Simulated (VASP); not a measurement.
# GeSb2Te4 (Pmmm) in VASP: a series of runs

Runs on GeSb2Te4. Level: PBE. Tasks: relaxation of cell and atoms.

Program: VASP 6.6.1. These are calculated values, not measurements. Logs are shortened: lines on timing, memory, paths and dates and some standing lists are left out, and cuts for length are marked.

## Step 1: Starting point

Symmetry: Pmmm, No. 47, orthorhombic system. Conventional cell: a = 4.173 Å, b = 6.935 Å, c = 8.561 Å, α = 90.00°, β = 90.00°, γ = 90.00°. Around Ge (site symmetry mmm) lie 2 Te at 2.60 Å and 4 Sb at 2.61 Å. Sb (site symmetry m2m) has 2 Ge at 2.61 Å as nearest neighbours. Te (site symmetry m2m) is surrounded by 5 Te at 3.10 to 3.12 Å. Around Te (site symmetry mm2) lie 1 Ge at 2.60 Å.

The cell was built by a generator and needn't be a form met in nature.

## Step 2: Relaxation of cell and atoms, PBE

File INCAR:

```
ALGO = Fast
EDIFF = 1E-4
EDIFFG = -0.08
ENCUT = 520
GGA = PE
IBRION = 2
ISIF = 3
ISMEAR = 0
LASPH = True
LCHARG = False
LREAL = False
LWAVE = False
NELM = 60
NSW = 24
PREC = Normal
SIGMA = 0.15
```

File KPOINTS:

```
k-points
0
Gamma
  4 2 2
```

File POSCAR:

```
GeSb2Te4
1.0
    4.1728070300      0.0000000000      0.0000000000
    0.0000000000      6.9346710800      0.0000000000
    0.0000000000      0.0000000000      8.5605210600
Ge Sb Te
1 2 4
Direct
    0.5000000000      0.5000000000      0.0000000000
    0.0000000000      0.7264881100      0.0000000000
    0.0000000000      0.2735118900      0.0000000000
    0.0000000000      0.7253083800      0.5000000000
    0.0000000000      0.2746916200      0.5000000000
    0.5000000000      0.5000000000      0.3037890700
    0.5000000000      0.5000000000      0.6962109300
```

Potentials or basis: VASP PAW PBE potentials, release 64 (Ge_d, Sb, Te).

Launch:

```
cat potpaw_PBE.64/Ge_d/POTCAR potpaw_PBE.64/Sb/POTCAR potpaw_PBE.64/Te/POTCAR > POTCAR
mpirun -np 1 vasp_std > vasp.out
```

OUTCAR:

```text
EDIFF = 1E-4
   EDIFFG = -0.08
   ENCUT = 520
   GGA = PE
   IBRION = 2
   ISIF = 3
   ISMEAR = 0
   LASPH = True
   LREAL = False
   NELM = 60
   NSW = 24
   PREC = Normal

 ion  position               nearest neighbor table
   1  0.500  0.500  0.000-   6 2.60   7 2.60   2 2.61   3 2.61   2 2.61   3 2.61
   2  0.000  0.726  0.000-   1 2.61   1 2.61   3 3.14   7 3.69   6 3.69   6 3.69   7 3.69
   3  0.000  0.274  0.000-   1 2.61   1 2.61   2 3.14   7 3.69   6 3.69   6 3.69   7 3.69
   4  0.000  0.725  0.500-   6 3.10   7 3.10   6 3.10   7 3.10   5 3.12
   5  0.000  0.275  0.500-   6 3.10   7 3.10   6 3.10   7 3.10   4 3.12
   6  0.500  0.500  0.304-   1 2.60   4 3.10   5 3.10   4 3.10   5 3.10   7 3.36   2 3.69   3 3.69
                             3 3.69   2 3.69
   7  0.500  0.500  0.696-   1 2.60   4 3.10   5 3.10   4 3.10   5 3.10   6 3.36   2 3.69   3 3.69
                             3 3.69   2 3.69

  LATTYP: Found a simple orthorhombic cell.
 ALAT       =     4.1728070300
 B/A-ratio  =     1.6618719797
 C/A-ratio  =     2.0515017825

  Lattice vectors:

 A1 = (   4.1728070300,   0.0000000000,   0.0000000000)
 A2 = (   0.0000000000,   6.9346710800,   0.0000000000)
 A3 = (   0.0000000000,   0.0000000000,   8.5605210600)

Analysis of symmetry for initial positions (statically):
=====================================================================
 Subroutine PRICEL returns:
 Original cell was already a primitive cell.

 Routine SETGRP: Setting up the symmetry group for a
 simple orthorhombic supercell.

 Subroutine GETGRP returns: Found  8 space group operations
 (whereof  8 operations were pure point group operations)
 out of a pool of  8 trial point group operations.

The static configuration has the point symmetry D_2h.

Analysis of symmetry for dynamics (positions and initial velocities):
=====================================================================
 Subroutine PRICEL returns:
 Original cell was already a primitive cell.

 Routine SETGRP: Setting up the symmetry group for a
 simple orthorhombic supercell.

 Subroutine GETGRP returns: Found  8 space group operations
 (whereof  8 operations were pure point group operations)
 out of a pool of  8 trial point group operations.

The dynamic configuration has the point symmetry D_2h.

 Subroutine INISYM returns: Found  8 space group operations
 (whereof  8 operations are pure point group operations),
 and found     1 'primitive' translations

----------------------------------------------------------------------------------------

                                     Primitive cell

  volume of cell :     247.7162

  direct lattice vectors                    reciprocal lattice vectors
     4.172807030  0.000000000  0.000000000     0.239646836  0.000000000  0.000000000
     0.000000000  6.934671080  0.000000000     0.000000000  0.144202946  0.000000000
     0.000000000  0.000000000  8.560521060     0.000000000  0.000000000  0.116815319

  length of vectors
     4.172807030  6.934671080  8.560521060     0.239646836  0.144202946  0.116815319

  position of ions in fractional coordinates (direct lattice)
     0.500000000  0.500000000  0.000000000
     0.000000000  0.726488110  0.000000000
     0.000000000  0.273511890  0.000000000
     0.000000000  0.725308380  0.500000000
     0.000000000  0.274691620  0.500000000
     0.500000000  0.500000000  0.303789070
     0.500000000  0.500000000  0.696210930

  ion indices of the primitive-cell ions
   primitive index   ion index
                 1           1
                 2           2
                 3           3
                 4           4
                 5           5
                 6           6
                 7           7

----------------------------------------------------------------------------------------

 KPOINTS: k-points

Automatic generation of k-mesh.
 Grid dimensions read from file:
 generate k-points for:    4    2    2

 Generating k-lattice:

  Cartesian coordinates                     Fractional coordinates (reciprocal lattice)
     0.059911709  0.000000000  0.000000000     0.250000000  0.000000000  0.000000000
     0.000000000  0.072101473  0.000000000     0.000000000  0.500000000  0.000000000
     0.000000000  0.000000000  0.058407660     0.000000000  0.000000000  0.500000000

  Length of vectors
     0.059911709  0.072101473  0.058407660

  Shift w.r.t. Gamma in fractional coordinates (k-lattice)
     0.000000000  0.000000000  0.000000000

 Subroutine IBZKPT returns following result:
 ===========================================

 Found     12 irreducible k-points:

 Following reciprocal coordinates:
            Coordinates               Weight
  0.000000  0.000000  0.000000      1.000000
  0.250000  0.000000  0.000000      2.000000
  0.500000  0.000000  0.000000      1.000000
  0.000000  0.500000  0.000000      1.000000
  0.250000  0.500000  0.000000      2.000000
  0.500000  0.500000  0.000000      1.000000
  0.000000  0.000000  0.500000      1.000000
  0.250000  0.000000  0.500000      2.000000
  0.500000  0.000000  0.500000      1.000000
  0.000000  0.500000  0.500000      1.000000
  0.250000  0.500000  0.500000      2.000000
  0.500000  0.500000  0.500000      1.000000
   k-points           NKPTS =     12   k-points in BZ     NKDIM =     12   number of bands    NBANDS=     28
   number of dos      NEDOS =    301   number of ions     NIONS =      7
   total plane-waves  NPLWV =  46080
   dimension x,y,z NGX =    24 NGY =   40 NGZ =   48
   dimension x,y,z NGXF=    48 NGYF=   80 NGZF=   96
   ions per type =               1   2   4
   NGX,Y,Z   is equivalent  to a cutoff of   9.56,  9.59,  9.32 a.u.
   NGXF,Y,Z  is equivalent  to a cutoff of  19.12, 19.18, 18.64 a.u.
 SYSTEM =  unknown system
   PREC   = normal    normal or accurate (medium, high low for compatibility)
   ISTART =      0    job   : 0-new  1-cont  2-samecut
   ICHARG =      2    charge: 1-file 2-atom 10-const
   ISPIN  =      1    spin polarized calculation?
   LNONCOLLINEAR =      F non collinear calculations
   LSORBIT =      F    spin-orbit coupling
   LASPH  =      T    aspherical Exc in radial PAW
   ENCUT  =  520.0 eV  38.22 Ry    6.18 a.u.   7.76 12.89 15.92*2*pi/ulx,y,z
   NELM   =     60;   NELMIN=  2; NELMDL= -5     # of ELM steps
   EDIFF  = 0.1E-03   stopping-criterion for ELM
   LREAL  =      F    real-space projection
   EDIFFG = -.8E-01   stopping-criterion for IOM
   NSW    =     24    number of steps for IOM
   IBRION =      2    ionic relax: 0-MD 1-quasi-New 2-CG
   NFREE  =      1    steps in history (QN), initial steepest desc. (CG)
   ISIF   =      3    stress and relaxation
   ISYM   =      2    0-nonsym 1-usesym 2-fastsym
   POTIM  = 0.5000    time-step for ionic-motion
   TEBEG  =    0.0;   TEEND  =   0.0 temperature during run
   PSTRESS=    0.0 pullay stress
   NELECT =      48.0000    total number of electrons
   NUPDOWN=      -1.0000    fix difference up-down
   EMIN   =  10.00;   EMAX   =-10.00  energy-range for DOS
   EFERMI =   0.00;   METHOD = LEGACY
   ISMEAR =     0;   SIGMA  =   0.15  broadening in eV -4-tet -1-fermi 0-gaus
   EFERMI_NEDOS =   21; number of points for ismear=-14 and -15
   IALGO  =     68    algorithm
   IMIX   =      4    mixing-type and parameters
     AMIX     =   0.40;   BMIX     =  1.00
     AMIX_MAG =   1.60;   BMIX_MAG =  1.00
  volume/ion in A,a.u.               =      35.39       238.81
  Fermi-wavevector in a.u.,A,eV,Ry     =   0.947335  1.790204 12.210473  0.897444
  Thomas-Fermi vector in A             =   2.075419
   LORBIT       =      0    0 simple, 1 ext, 2 COOP (PROOUT), +10 PAW based schemes
   GGA     = PE    functional components
   LHFCALC =     F    Hartree Fock is set to
   AEXX    =    0.0000 exact exchange contribution
   IVDW    =     0    specifies the selected vdW correction
   LEPSILON=     F    determine dielectric tensor
   LRPA    =     F    only Hartree local field effects (RPA)
 conjugate gradient relaxation of ions
 non-spin polarized calculation
 RMM-DIIS sequential band-by-band and
 Gauss-broadening in eV      SIGMA  =   0.15
  energy-cutoff  :      520.00
  volume of cell :      247.72
 maximum number of plane-waves:      6704
   NGX = 15   NGY = 25   NGZ = 31

--------------------------------------- Ionic step        1  -------------------------------------------

 number of electron      48.0000055 magnetization

 Free energy of the ion-electron system (eV)
  ---------------------------------------------------
  ext. energy  EPLUGINS =         0.00000000
  ---------------------------------------------------
  free energy    TOTEN  =       -20.48128456 eV

  energy without entropy =      -20.40286282  energy(sigma->0) =      -20.44207369

------------------------ aborting loop because EDIFF is reached ----------------------------------------

  FORCE on cell =-STRESS in cart. coord.  units (eV):
  Direction    XX          YY          ZZ          XY          YZ          ZX
  --------------------------------------------------------------------------------------
  -------------------------------------------------------------------------------------
  Total       11.3939681      3.3596941     13.1952339     -0.0000000      0.0000000      0.0000000
  in kB       73.6938444     21.7298110     85.3440613     -0.0000000      0.0000000      0.0000000
  external PRESSURE =      60.2559056 kB  Pullay stress =       0.0000000 kB
[... 104 lines left out ...]
  FREE ENERGIE OF THE ION-ELECTRON SYSTEM (eV)
  ---------------------------------------------------
  free  energy   TOTEN  =       -21.3950402509 eV

  energy  without entropy=      -21.2984027962  energy(sigma->0) =      -21.34672152

[... ionic steps 4 to 14 ...]

--------------------------------------- Ionic step       15  -------------------------------------------

 number of electron      48.0000096 magnetization

------------------------ aborting loop because EDIFF is reached ----------------------------------------

  FORCE on cell =-STRESS in cart. coord.  units (eV):
  Direction    XX          YY          ZZ          XY          YZ          ZX
  --------------------------------------------------------------------------------------
  -------------------------------------------------------------------------------------
  Total        0.2260271     -0.4654120     -0.0390941      0.0000000      0.0000000      0.0000000
  in kB        1.3786921     -2.8388628     -0.2384611      0.0000000      0.0000000      0.0000000
  external PRESSURE =      -0.5662106 kB  Pullay stress =       0.0000000 kB
[... 67 lines left out ...]
  energy  without entropy=      -22.3625994649  energy(sigma->0) =      -22.38632798

--------------------------------------- Ionic step       17  -------------------------------------------

 number of electron      48.0000092 magnetization

 Free energy of the ion-electron system (eV)
  ---------------------------------------------------
  ext. energy  EPLUGINS =         0.00000000
  ---------------------------------------------------
  free energy    TOTEN  =       -22.41417015 eV

  energy without entropy =      -22.36775566  energy(sigma->0) =      -22.39096290

 E-fermi :   4.2640     XC(G=0):  -8.3462

 val. band max:        4.1080087867   @ k =   0.0000   0.5000   0.0000
 cond. band min:       4.2764119333   @ k =   0.5000   0.5000   0.0000
 fundamental gap:      0.1684031466
 Fermi energy:         4.2640207712

 k-point     1 :       0.0000    0.0000    0.0000
  band No.  band energies     occupation
      1     -20.3479      2.00000
      2     -20.3304      2.00000
      3     -20.2994      2.00000
      4     -20.2976      2.00000
      5     -20.2818      2.00000
      6      -8.9774      2.00000
[... 395 lines left out ...]
  FREE ENERGIE OF THE ION-ELECTRON SYSTEM (eV)
  ---------------------------------------------------
  free  energy   TOTEN  =       -22.4141701507 eV

  energy  without entropy=      -22.3677556552  energy(sigma->0) =      -22.39096290

 reached required accuracy - stopping structural energy minimisation
```

Wall time 4 min (1 thread of Intel Xeon 6975P-C (Granite Rapids), shared host); peak memory 0.27 GiB.

Results:

```
Free energy                            : -22.4142 eV
Relaxed volume                         : 37.42 Å³/atom
Relaxed cell                           : a = 4.286 Å, b = 6.521 Å, c = 9.372 Å, α = 90.00°, β = 90.00°, γ = 90.00°
Space group after relaxing (to 0.05 Å) : Pmmm (No. 47)
Energy gained by relaxing              : 276.1 meV/atom
Ionic steps                            : 17
Pressure after relaxing                : 0.0 GPa
Largest force after relaxing           : 0.051 eV/Å
Band gap on the k mesh                 : none (metal or under the smearing width)
```

Forces on the atoms (eV/Å):
```
Ge   0.000  0.000  0.000
Sb   0.000  0.029  0.000
Sb   0.000 -0.029  0.000
Te   0.000  0.034  0.000
Te   0.000 -0.034  0.000
Te   0.000  0.000 -0.051
Te   0.000  0.000  0.051
```

The path:
| step | energy change (eV) | largest force (eV/Å) | pressure (GPa) | volume (Å³) |
| --- | --- | --- | --- | --- |
| 1 | 0.0000 | 2.1364 | 6.03 | 247.72 |
| 2 | -0.8412 | 0.5497 | -2.56 | 298.21 |
| 3 | -0.9138 | 0.7057 | -1.18 | 284.84 |
| 4 | -1.2225 | 1.1738 | -0.87 | 279.67 |
| 5 | -1.4256 | 1.9628 | 0.26 | 271.79 |
| 6 | -1.5636 | 1.5424 | 0.29 | 270.04 |
| 7 | -1.6173 | 0.8549 | 0.83 | 267.65 |
| 8 | -1.7792 | 0.3214 | -0.04 | 270.38 |
| 9 | -1.8497 | 0.2762 | -0.87 | 273.88 |
| 10 | -1.8866 | 0.3037 | -0.69 | 269.71 |
| 11 | -1.9084 | 0.2880 | 0.74 | 257.35 |
| 12 | -1.9178 | 0.3180 | 0.45 | 261.71 |
| 13 | -1.9167 | 0.3167 | 0.02 | 263.06 |
| 14 | -1.9176 | 0.3159 | 0.32 | 262.23 |
| 15 | -1.9273 | 0.1883 | -0.06 | 262.67 |
| 16 | -1.9288 | 0.1220 | -0.16 | 262.89 |
| 17 | -1.9329 | 0.0509 | 0.00 | 261.92 |

Final structure:
```yaml
crystal:
  lattice:
    - [4.28561, 0.00000, 0.00000]
    - [0.00000, 6.52070, 0.00000]
    - [0.00000, 0.00000, 9.37246]
  atoms:
    - { symbol: Ge, position: [0.50000, 0.50000, 0.00000] }
    - { symbol: Sb, position: [0.00000, 0.78376, 0.00000] }
    - { symbol: Sb, position: [0.00000, 0.21624, 0.00000] }
    - { symbol: Te, position: [0.00000, 0.73730, 0.50000] }
    - { symbol: Te, position: [0.00000, 0.26270, 0.50000] }
    - { symbol: Te, position: [0.50000, 0.50000, 0.30403] }
    - { symbol: Te, position: [0.50000, 0.50000, 0.69597] }
```

Caveat: the k mesh is coarse (spacing up to 0.45 Å⁻¹), so the values aren't converged; this functional lacks dispersion, which binds the layers, so the pressure and a relaxed spacing across them are unreliable; the relaxation stopped at a loose force limit of 0.08 eV/Å, so its end isn't a converged minimum.

(Continued in part 2 of 2.)
